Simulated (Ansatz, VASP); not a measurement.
## CdTe: VASP beside Ansatz

```xyz
2
Lattice="0.0000 3.2821 3.2821 3.2821 0.0000 3.2821 3.2821 3.2821 0.0000" Properties=species:S:1:pos:R:3 pbc="T T T"
Cd    0.0000    0.0000    0.0000
Te    4.9232    4.9232    4.9232
```

The cell is a database's computed one.

Alike in both runs: task relaxation of cell and atoms; functional LDA; k mesh 10 × 10 × 10; occupations gaussian, width 0.02 eV; no spin polarisation.

|  | VASP | Ansatz |
| --- | --- | --- |
| version | VASP 6.6.1 | Ansatz 0.2.0 |
| potentials or method | VASP PAW LDA potentials, release 64 (Cd, Te) | scalar-relativistic, plane waves, PAW |
| plane-wave cutoff (eV) | 600 | 420 |
| valence electrons in the cell | 18 | 36 |

|  | VASP | Ansatz | Ansatz less VASP |
| --- | --- | --- | --- |
| gap on the k mesh at the Fermi level, each at its own relaxed structure (eV) | 0.64 | 0.61 | -0.027 |
| relaxed volume (Å³/atom) | 33.07 | 32.91 | -0.156 |
| relaxed cell length with the largest relative difference (Å) | 4.539 | 4.532 | -0.0072 |
| energy change over the relaxation (meV/atom) | -20 | -23 | -2.9 |

The two sets of potentials don't hold the same shells in valence.

Caveats: spin-orbit coupling is left out, which moves the levels of the heavy elements. Expect the measured gap to be larger: semilocal functionals such as LDA lack the derivative discontinuity.
